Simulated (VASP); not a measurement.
Input of a VASP 6.6.1 run:

INCAR

```
SYSTEM = Al2Cu
ALGO     = Normal         ! electronic algorithm
EDIFF    = 1E-6           ! SCF threshold, eV
ENCUT    = 520            ! plane-wave cutoff, eV
GGA      = PE             ! functional
ISIF     = 2              ! what is computed and relaxed
ISMEAR   = 1              ! smearing method
LASPH    = .TRUE.         ! aspherical terms in the spheres
LCHARG   = .FALSE.        ! write CHGCAR
LREAL    = .FALSE.        ! projectors in reciprocal space
LWAVE    = .FALSE.        ! write WAVECAR
NBANDS   = 16             ! bands
NELM     = 100            ! most SCF steps
PREC     = Accurate       ! precision mode
SIGMA    = 0.041          ! smearing width, eV
```

Contents of KPOINTS:

```
k-points
0
G
  4 4 6
  0 0 0
```

Contents of POSCAR:

```
Al2Cu
1.0
    4.1051820000      0.0000000000      0.0000000000
    0.0000000000      4.1051820000      0.0000000000
    0.0000000000      0.0000000000      2.8913130000
Al Cu
2 1
Direct
    0.5000000000      0.0000000000      0.5000000000
    0.0000000000      0.5000000000      0.5000000000
    0.0000000000      0.0000000000      0.0000000000
```

Potentials or basis: VASP PAW PBE potentials, release 64 (Al, Cu).

Run with:

```sh
$ cat potpaw_PBE.64/Al/POTCAR potpaw_PBE.64/Cu/POTCAR > POTCAR
$ mpirun -np 1 vasp_std > vasp.out
```

Estimate the pressure.

0.6 GPa.

Predict the band gap on the k mesh.

none (metal or under the smearing width).

Stress tensor (GPa, compression positive):
```
-0.44  0.00  0.00
 0.00 -0.44  0.00
 0.00  0.00  2.82
```

Caveat: the k mesh is coarse (spacing up to 0.38 Å⁻¹), so the values aren't converged.
